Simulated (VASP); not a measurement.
# Al2O3 (R-3c) in VASP: a series of runs, part 2 of 2

VASP 6.6.1. Earlier steps stand in the parts before.

### Step 4. Single point, PBEsol

This run uses another cell than the first one, of 8.50 Å³/atom, 0.993 times its volume.

Input file INCAR:

```
SYSTEM = Al2O3
ALGO = Fast ; EDIFF = 1E-6
ENCUT = 520 ; GGA = PS
ISIF = 2 ; ISMEAR = 0
LASPH = .TRUE. ; LCHARG = .FALSE.
LREAL = .FALSE. ; LWAVE = .FALSE.
NBANDS = 35 ; NELM = 100
PREC = Accurate ; SIGMA = 0.1
```

Input file KPOINTS:

```
k-points
0
G
  6 6 6
  0 0 0
```

Input file POSCAR:

```
Al2O3
1.0
    2.3802500000      1.3742379782      4.3318666667
   -2.3802500000      1.3742379782      4.3318666667
    0.0000000000     -2.7484759565      4.3318666667
Al O
4 6
Direct
    0.3521600000      0.3521600000      0.3521600000
    0.1478400000      0.1478400000      0.1478400000
    0.6478400000      0.6478400000      0.6478400000
    0.8521600000      0.8521600000      0.8521600000
    0.5566800000      0.9433200000      0.2500000000
    0.2500000000      0.5566800000      0.9433200000
    0.9433200000      0.2500000000      0.5566800000
    0.4433200000      0.0566800000      0.7500000000
    0.7500000000      0.4433200000      0.0566800000
    0.0566800000      0.7500000000      0.4433200000
```

Potentials or basis: VASP PAW PBE potentials, release 64 (Al, O).

On the command line:

```
$ cat potpaw_PBE.64/Al/POTCAR potpaw_PBE.64/O/POTCAR > POTCAR
$ mpirun -np 1 vasp_std > vasp.out
```

OUTCAR:

```text
SYSTEM = Al2O3
   EDIFF = 1E-6
   ENCUT = 520
   GGA = PS
   ISIF = 2
   ISMEAR = 0
   LASPH = .TRUE.
   LREAL = .FALSE.
   NELM = 100
   PREC = Accurate

 ion  position               nearest neighbor table
   1  0.352  0.352  0.352-   9 1.85  10 1.85   8 1.85   7 1.97   5 1.97   6 1.97   2 2.66   3 2.79
                             3 2.79   3 2.79   2 3.22   2 3.22   2 3.22
   2  0.148  0.148  0.148-  10 1.85   9 1.85   8 1.85   6 1.97   5 1.97   7 1.97   1 2.66   4 2.79
                             4 2.79   4 2.79   1 3.22   1 3.22   1 3.22
   3  0.648  0.648  0.648-   6 1.85   7 1.85   5 1.85  10 1.97   8 1.97   9 1.97   4 2.66   1 2.79
[... 1144 lines left out ...]
  external PRESSURE =      17.7343808 kB  Pullay stress =       0.0000000 kB

 VOLUME and BASIS-vectors are now :
 -----------------------------------------------------------------------------
  energy-cutoff  :      520.00
  volume of cell :       85.02
      direct lattice vectors                 reciprocal lattice vectors
     2.380250000  1.374237978  4.331866667     0.210061968  0.121279334  0.076949121
    -2.380250000  1.374237978  4.331866667    -0.210061968  0.121279334  0.076949121
     0.000000000 -2.748475957  4.331866667     0.000000000 -0.242558668  0.076949121

 POSITION                                       TOTAL-FORCE (eV/Angst)
 -----------------------------------------------------------------------------------
      0.00000     -0.00000      4.57653         0.000000      0.000000     -0.049970
      0.00000     -0.00000      1.92127         0.000000     -0.000000      0.049970
      0.00000     -0.00000      8.41907         0.000000     -0.000000      0.049970
      0.00000     -0.00000     11.07433         0.000000      0.000000     -0.049970
     -0.92030      1.37424      7.58077        -0.087159      0.000000      0.000000
     -0.72998     -1.48412      7.58077         0.043579     -0.075482      0.000000
      1.65027      0.10988      7.58077         0.043579      0.075482      0.000000
      0.92030     -1.37424      5.41483         0.087159      0.000000      0.000000
      0.72998      1.48412      5.41483        -0.043579      0.075482      0.000000
     -1.65027     -0.10988      5.41483        -0.043579     -0.075482      0.000000
 -----------------------------------------------------------------------------------
    total drift:                               -0.000000      0.000000     -0.000000

  FREE ENERGIE OF THE ION-ELECTRON SYSTEM (eV)
  ---------------------------------------------------
  free  energy   TOTEN  =       -78.6584157803 eV

  energy  without entropy=      -78.6584157803  energy(sigma->0) =      -78.65841578
```

OSZICAR:

```text
N       E                     dE             d eps       ncg     rms          rms(c)
DAV:   1     0.222168197079E+03    0.22217E+03   -0.25363E+04  2240   0.131E+03
DAV:   2    -0.733293825814E+02   -0.29550E+03   -0.28519E+03  2885   0.285E+02
DAV:   3    -0.858222816881E+02   -0.12493E+02   -0.12449E+02  2917   0.596E+01
DAV:   4    -0.859188456818E+02   -0.96564E-01   -0.96501E-01  2776   0.603E+00
DAV:   5    -0.859199896587E+02   -0.11440E-02   -0.11438E-02  2815   0.657E-01    0.165E+01
RMM:   6    -0.786442835053E+02    0.72757E+01   -0.22962E+01  2354   0.223E+01    0.526E+00
RMM:   7    -0.786888873616E+02   -0.44604E-01   -0.18904E+00  2807   0.602E+00    0.341E+00
RMM:   8    -0.786669794871E+02    0.21908E-01   -0.23070E-01  2677   0.340E+00    0.626E-01
RMM:   9    -0.786576825963E+02    0.92969E-02   -0.34107E-02  2891   0.904E-01    0.278E-01
RMM:  10    -0.786617219480E+02   -0.40394E-02   -0.38382E-02  2875   0.925E-01    0.382E-01
RMM:  11    -0.786583681818E+02    0.33538E-02   -0.84097E-03  2740   0.469E-01    0.767E-02
RMM:  12    -0.786584281715E+02   -0.59990E-04   -0.19289E-03  2862   0.235E-01    0.330E-02
RMM:  13    -0.786584149169E+02    0.13255E-04   -0.91888E-05  2890   0.559E-02    0.807E-03
RMM:  14    -0.786584177081E+02   -0.27912E-05   -0.23992E-05  2882   0.247E-02    0.111E-02
RMM:  15    -0.786584156143E+02    0.20939E-05   -0.79349E-06  2764   0.137E-02    0.141E-03
RMM:  16    -0.786584157803E+02   -0.16604E-06   -0.70925E-07  2081   0.415E-03
   1 F= -.78658416E+02 E0= -.78658416E+02  d E =-.130493E-10
```

Run time: 79 s. Hardware: 1 thread of Intel Xeon 6975P-C (Granite Rapids), shared host; peak memory 0.26 GiB.

What came out:

```yaml
Free_energy: -78.6584 eV
Pressure: 1.8 GPa
Largest_force: 0.087 eV/Å
Band_gap_on_the_k_mesh: 6.12 eV, direct
```

Forces in eV/Å, atoms in the order of the input:
```
Al   0.000  0.000 -0.050
Al   0.000  0.000  0.050
Al   0.000  0.000  0.050
Al   0.000  0.000 -0.050
O   -0.087  0.000  0.000
O    0.044 -0.075  0.000
O    0.044  0.075  0.000
O    0.087  0.000  0.000
O   -0.044  0.075  0.000
O   -0.044 -0.075  0.000
```

Caveat: the PAW data sets were made with another functional, which shifts forces and pressure a little.

### Step 5. The runs side by side

```tsv
task	cell	cutoff (eV)	smearing	gap on the mesh (eV)	pressure (GPa)	largest force (eV/Å)
single point	R-3c, 8.56 Å³/atom	520	gaussian 0.02 eV	6.04	0.1	-
relaxation of cell and atoms	relaxed	600	gaussian 0.02 eV	6.05	0.0	0.01
single point	R-3c, 8.5 Å³/atom	520	gaussian 0.1 eV	6.12	1.8	0.09
```

Alike in all rows: level PBEsol; potentials or basis VASP PAW PBE potentials, release 64 (Al, O); no spin polarisation; k mesh 6 × 6 × 6.

Caveats: the PAW data sets were made with another functional, which shifts forces and pressure a little.

Absolute energies hang on the potentials; compare differences alone.

### Step 6. How close it comes

Step 2. A measured gap of Al2O3 is 8.7 eV (optical; quoted in “Multi-petahertz electron interference in Cr:Al2O3 solid-state material”, 2018, pmc:5906618); the calculated 6.04 eV misses it by -2.66 eV. The value is that of PBEsol on a finite k mesh, which can miss the band edges, without temperature or zero-point motion. Semilocal functionals fall short of measured gaps as a rule.

Step 4. A measured gap of Al2O3 is 8.7 eV (optical; quoted in “Multi-petahertz electron interference in Cr:Al2O3 solid-state material”, 2018, pmc:5906618); the calculated 6.12 eV misses it by -2.58 eV. The value is that of PBEsol on a finite k mesh, which can miss the band edges, without temperature or zero-point motion. Semilocal functionals fall short of measured gaps as a rule.
